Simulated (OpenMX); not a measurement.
GaP: band structure with PBE

GaP:

```
Ga P
1.0
     0.00000    2.72525    2.72525
     2.72525    0.00000    2.72525
     2.72525    2.72525    0.00000
Ga P
1 1
Direct
  0.00000 0.00000 0.00000
  0.75000 0.75000 0.75000
```

```json
{"Program": "OpenMX 3.8.5", "Task": "band structure", "Functional": "PBE", "Potentials or basis": "OpenMX 2013 PBE set, Ga7.0-s3p2d2f1, P7.0-s3p2d2f1, grid cutoff 500 Ry", "k mesh": "9 × 9 × 9", "Occupations": "fermi-dirac, width 0.05 eV", "Spin": "no spin polarisation", "Mixing scheme": "rmm-diisk", "SCF threshold": "1e-08 Ha", "Solver": "band", "Max SCF cycles": "100"}
```

```json
{
  "Pressure": "3.7 GPa",
  "Band gap on the k mesh": "1.66 eV, indirect (least direct gap 1.84 eV)",
  "Band gap along the path": "1.65 eV, indirect (least direct gap 1.84 eV)"
}
```

Levels at the corners of the path, in eV from the valence-band top:
```
point  band 5  band 6  band 7  band 8  band 9  band 10  band 11  band 12  band 13  band 14
    Γ  -14.61  -12.50    0.00    0.00    0.00     1.84     3.89     3.89     3.90     9.01
    X  -14.59   -9.53   -6.79   -2.70   -2.70     1.72     1.88    10.69    10.70    11.36
    W  -14.60   -9.44   -6.58   -3.57   -3.43     4.84     4.91     6.17     6.27    11.88
    K  -14.60   -9.57   -6.58   -3.94   -2.27     2.25     4.88     8.27     8.41     9.54
    Γ  -14.61  -12.50    0.00    0.00    0.00     1.84     3.89     3.89     3.90     9.01
    L  -14.60  -10.45   -6.65   -1.13   -1.13     1.70     4.77     4.77     8.60    11.20
    U  -14.60   -9.57   -6.58   -3.94   -2.27     2.25     4.88     8.27     8.41     9.54
    W  -14.60   -9.44   -6.58   -3.57   -3.43     4.84     4.91     6.17     6.27    11.88
    L  -14.60  -10.45   -6.65   -1.13   -1.13     1.70     4.77     4.77     8.60    11.20
  K|U  -14.60   -9.57   -6.58   -3.94   -2.27     2.25     4.88     8.27     8.41     9.54
    X  -14.59   -9.53   -6.79   -2.70   -2.70     1.72     1.88    10.69    10.70    11.36
```

It took 5.7 min on 1 thread of Intel(R) Xeon(R) Platinum 8375C CPU @ 2.90GHz (Ice Lake), with other jobs on the host, peak memory 0.96 GiB.

Caveat: the basis of atomic orbitals isn't converged, which shifts pressures, moduli and gaps. A hybrid or GW would open this gap; PBE tends to underestimate it.
